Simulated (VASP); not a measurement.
Input of a VASP 6.6.1 run:

File INCAR:

```
SYSTEM = Pb
PREC     = Accurate       ! precision mode
ENCUT    = 600            ! plane-wave cutoff, eV
EDIFF    = 1E-7           ! SCF threshold, eV
ISMEAR   = 1              ! smearing method
SIGMA    = 0.1            ! smearing width, eV
LREAL    = .FALSE.        ! projectors in reciprocal space
LASPH    = .TRUE.         ! aspherical terms in the spheres
NELM     = 80             ! most SCF steps
ALGO     = Normal         ! electronic algorithm
ISIF     = 3              ! what is computed and relaxed
LWAVE    = .FALSE.        ! write WAVECAR
LCHARG   = .FALSE.        ! write CHGCAR
GGA      = PE             ! functional
IBRION   = 2              ! ionic algorithm
NSW      = 90             ! ionic steps
EDIFFG   = -0.005         ! ionic threshold
```

KPOINTS

```
Automatic mesh
0
G
  14 14 14
  0 0 0
```

File POSCAR:

```
Pb                                      
1.0
    0.0000000000      2.5198484565      2.5198484565
    2.5198484565      0.0000000000      2.5198484565
    2.5198484565      2.5198484565      0.0000000000
  Pb            
     1
Direct
     0.0000000000000000    0.0000000000000000    0.0000000000000000
```

Potentials or basis: VASP PAW PBE potentials, release 64 (Pb_d).

Command:

```sh
$ cat potpaw_PBE.64/Pb_d/POTCAR > POTCAR
$ mpirun -np 1 vasp_std > vasp.out
```

(1) What does it give for the relaxed volume?

(2) Predict the relaxed cell.

Results:

(1) 32.03 Å³/atom.

(2) a = 3.565 Å, b = 3.565 Å, c = 3.565 Å, α = 60.00°, β = 60.00°, γ = 60.00°.
